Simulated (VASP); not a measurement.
Input:

```
CELL_PARAMETERS angstrom
      0.00000     2.90247     2.90247
      2.90247     0.00000     2.90247
      2.90247     2.90247     0.00000
ATOMIC_POSITIONS crystal
  Li 0.00000 0.00000 0.00000
  I  0.50000 0.50000 0.50000
```

These are LDA (Ceperley-Alder, Perdew-Zunger), VASP's LDA PAW potentials (set 64) (plane waves; VASP) values and carry that method's errors. Run with 520 eV cut-off, 7×7×7 Γ-centred mesh, Gaussian smearing of 0.050 eV, potentials Li_sv I.

Question: Predict the energy per atom (σ→0).

Answer: 
```yaml
energy per atom (σ→0): -3.281 eV/atom
```

The compound is LiI in the rock salt structure. It was relaxed first, which changed the volume by -10 %. The start is the result of an earlier pass.
